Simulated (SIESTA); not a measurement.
Mg under changes of volume

One of the cells (23.059 Å³/atom); the others are scaled copies at fixed shape and fractional positions:

```
Mg
1.0
     0.00000    2.25912    2.25912
     2.25912    0.00000    2.25912
     2.25912    2.25912    0.00000
Mg
1
Direct
  0.00000 0.00000 0.00000
```

This isn't the form of Mg at room conditions, which is hcp.

```yaml
Program: SIESTA 5.4.2
Functional: PBE
Potentials_or_basis: PseudoDojo 0.4 standard (PBE files)
Basis: DZP (energy shift 0.002 Ry)
Grid_cutoff: 800 Ry
Energy_shift: 0.002 Ry
k_mesh: 10 × 10 × 10
Occupations: fermi-dirac, width 0.05 eV
Spin: no spin polarisation
```

| volume (Å³/atom) | energy over the lowest point (meV/atom) | pressure (GPa) |
| --- | --- | --- |
| 21.251 | 56.59 | 6.3 |
| 21.703 | 40.35 | 5.2 |
| 22.155 | 27.18 | 4.2 |
| 23.059 | ? | ? |
| 23.512 | 3.46 | 1.6 |
| 23.964 | 0.00 | 0.9 |

What does the run at 23.059 Å³/atom give?

Energy over the lowest point 8.97 meV/atom; pressure 2.4 GPa.

Worked out: A Birch-Murnaghan fit of order 3 (a polynomial in V^(-2/3)) to the other rows has its minimum at 24.60 Å³/atom, just outside them, with B0 = V·E''(V) = 32 GPa and B' = 4.3. It gives 9.00 meV/atom at 23.059 Å³/atom, against the run's 8.97, and -dE/dV = 2.4 GPa, against 2.4.

Energies are extrapolated to zero smearing.

Caveats: semicore shells carry a single zeta, which can move pressures by several GPa and volumes by a few percent; the basis of atomic orbitals isn't converged, which shifts pressures, moduli and gaps.
